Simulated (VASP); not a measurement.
**FeSi: relaxation of cell and atoms with PBEsol**

FeSi:

```
Fe Si
1.0
     4.55070    0.00000    0.00000
     0.00000    4.55070    0.00000
     0.00000    0.00000    4.55070
Fe Si
4 4
Direct
  0.13652 0.13652 0.13652
  0.36348 0.86348 0.63652
  0.63652 0.36348 0.86348
  0.86348 0.63652 0.36348
  0.84240 0.84240 0.84240
  0.65760 0.15760 0.34240
  0.34240 0.65760 0.15760
  0.15760 0.34240 0.65760
```

```json
{
  "Program": "VASP 6.6.1",
  "Task": "relaxation of cell and atoms",
  "Functional": "PBEsol",
  "Potentials or basis": "VASP PAW PBE potentials, release 64 (Fe, Si)",
  "Cutoff": "600 eV",
  "k mesh": "8 × 8 × 8",
  "Occupations": "gaussian, width 0.03 eV",
  "Spin": "no spin polarisation",
  "Further INCAR settings": "ALGO = Normal; EDIFF = 1e-06; IBRION = 2; EDIFFG = -0.01; NSW = 90; ISIF = 3"
}
```

```
Relaxed volume                         : 10.70 Å³/atom
Relaxed cell                           : a = 4.407 Å, b = 4.407 Å, c = 4.407 Å, α = 90.00°, β = 90.00°, γ = 90.00°
Space group after relaxing (to 0.05 Å) : P2_13 (No. 198)
Energy gained by relaxing              : 73.1 meV/atom
Ionic steps                            : 11
Pressure after relaxing                : 0.0 GPa
Largest force after relaxing           : 0.008 eV/Å
Band gap on the k mesh                 : 0.14 eV, indirect (least direct gap 0.16 eV)
```

Forces on the atoms (eV/Å):
```
Fe   0.004  0.004  0.004
Fe  -0.004 -0.004  0.004
Fe   0.004 -0.004 -0.004
Fe  -0.004  0.004 -0.004
Si   0.003  0.003  0.003
Si  -0.003 -0.003  0.003
Si   0.003 -0.003 -0.003
Si  -0.003  0.003 -0.003
```

The path:
```
step  energy change (eV)  largest force (eV/Å)  pressure (GPa)  volume (Å³)
   1              0.0000                0.3053          -19.59        94.24
   2              0.5260                0.9097           40.07        75.93
   3             -0.5801                0.1339           -0.69        85.89
   4             -0.5807                0.1453           -0.20        85.69
   5             -0.5806                0.1553            0.33        85.53
   6             -0.5841                0.0607            0.47        85.47
   7             -0.5844                0.0298            0.41        85.45
   8             -0.5843                0.0031           -0.64        85.77
   9             -0.5847                0.0176           -0.07        85.59
  10             -0.5847                0.0170           -0.08        85.60
  11             -0.5847                0.0077           -0.02        85.57
```

Final structure:
```
Fe Si
1.0
     4.40666    0.00000    0.00000
     0.00000    4.40666    0.00000
     0.00000    0.00000    4.40666
Fe Si
4 4
Direct
  0.13716 0.13716 0.13716
  0.36284 0.86284 0.63716
  0.63716 0.36284 0.86284
  0.86284 0.63716 0.36284
  0.84100 0.84100 0.84100
  0.65900 0.15900 0.34100
  0.34100 0.65900 0.15900
  0.15900 0.34100 0.65900
```

Levels at points of the mesh, in eV from the valence-band top:
| k point | band 20 | band 21 | band 22 | band 23 | band 24 | band 25 | band 26 | band 27 | band 28 | band 29 |
| --- | --- | --- | --- | --- | --- | --- | --- | --- | --- | --- |
| (0.00, 0.00, 0.00) | -0.29 | -0.29 | -0.29 | -0.04 | -0.04 | 0.67 | 0.67 | 0.67 | 3.19 | 3.19 |
| (0.50, 0.00, 0.00) | -1.29 | -0.39 | -0.39 | -0.01 | -0.01 | 0.18 | 0.18 | 1.77 | 1.77 | 2.34 |
| (0.50, 0.50, 0.00) | -1.33 | -1.05 | -1.05 | -0.37 | -0.37 | 0.64 | 0.64 | 1.34 | 1.34 | 2.84 |
| (0.50, 0.50, 0.50) | -0.77 | -0.69 | -0.69 | -0.69 | -0.69 | 0.49 | 0.49 | 0.49 | 0.49 | 5.83 |

It took 3.4 min on 2 MPI ranks on Intel(R) Xeon(R) 6975P-C (Granite Rapids), on a shared host, peak memory 0.28 GiB a rank.

Caveat: the PAW data sets were made with another functional, which shifts forces and pressure a little. A k mesh can miss the band edges.
